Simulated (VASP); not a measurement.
**GaN in VASP 6.6.1, single-point calculation**

INCAR

```
EDIFF = 1E-7
ISPIN = 2
NBANDS = 16
IBRION = -1
NSW = 0
ISIF = 2
GGA = PE
NELM = 64
LCHARG = .FALSE.
SIGMA = 0.02
ISMEAR = -1
ENCUT = 520
LREAL = .FALSE.
LWAVE = .FALSE.
PREC = Accurate
MAGMOM = -0.5 -0.5
LASPH = .FALSE.
```

KPOINTS

```
KPOINTS created by Atomic Simulation Environment
0
Gamma
10 10 10
0 0 0
```

POSCAR

```
Ga N
 1.0000000000000000
     0.0000000000000000    2.1296003866000000    2.0885085120000002
     2.1296003866000000    0.0000000000000000    2.0885085120000002
     2.1296003866000000    2.1296003866000000    0.0000000000000000
 Ga  N
   1   1
Cartesian
  0.0000000000000000  0.0000000000000000  0.0000000000000000
  2.1296003865999995  2.1296003865999995  2.0885085120000002
```

The recommended PBE PAW datasets give the neutral cell 18 valence electrons.

Command

```
mpirun -np 1 vasp_std
```

OSZICAR

```
N       E                     dE             d eps       ncg     rms          rms(c)
DAV:   1     0.737754644449E+02    0.73775E+02   -0.88589E+03  7560   0.205E+03
DAV:   2    -0.851802049504E+01   -0.82293E+02   -0.76789E+02  7560   0.319E+02
DAV:   3    -0.128319873856E+02   -0.43140E+01   -0.43011E+01  7576   0.631E+01
DAV:   4    -0.128705465786E+02   -0.38559E-01   -0.38555E-01  8200   0.625E+00
DAV:   5    -0.128710006669E+02   -0.45409E-03   -0.45409E-03  7840   0.612E-01    0.834E+00
DAV:   6    -0.111958189746E+02    0.16752E+01   -0.43665E+00  9536   0.396E+01    0.287E+00
DAV:   7    -0.112038718016E+02   -0.80528E-02   -0.23034E-01  7800   0.519E+00    0.173E+00
DAV:   8    -0.111916830812E+02    0.12189E-01   -0.11184E-02  7448   0.118E+00    0.934E-01
DAV:   9    -0.111917028285E+02   -0.19747E-04   -0.39921E-03  8560   0.896E-01    0.223E-01
DAV:  10    -0.111915773501E+02    0.12548E-03   -0.59106E-04  9160   0.579E-01    0.921E-02
DAV:  11    -0.111915939209E+02   -0.16571E-04   -0.82316E-05  8272   0.108E-01    0.344E-02
DAV:  12    -0.111915938107E+02    0.11023E-06   -0.43116E-05  8048   0.111E-01    0.810E-03
DAV:  13    -0.111915920754E+02    0.17353E-05   -0.38947E-06  7832   0.293E-02    0.402E-03
DAV:  14    -0.111915916169E+02    0.45850E-06   -0.54376E-07  7952   0.109E-02    0.191E-03
DAV:  15    -0.111915916172E+02   -0.35925E-09   -0.24632E-08  4608   0.182E-03
   1 F= -.11191592E+02 E0= -.11191592E+02  d E =-.427952E-07  mag=    -0.0000
```

It converged. Results: pressure 6.7 GPa; magnetic moment of the cell 0.00 μB.

For comparison, a separate PBE run of the intended cell, on usual settings and not on those above, gives a gap of 0.46 eV on its mesh and a pressure of 6.7 GPa.

The run above took about 36 s on one core of a shared host (Intel Xeon Platinum 8488C) and held 0.18 GiB at most.
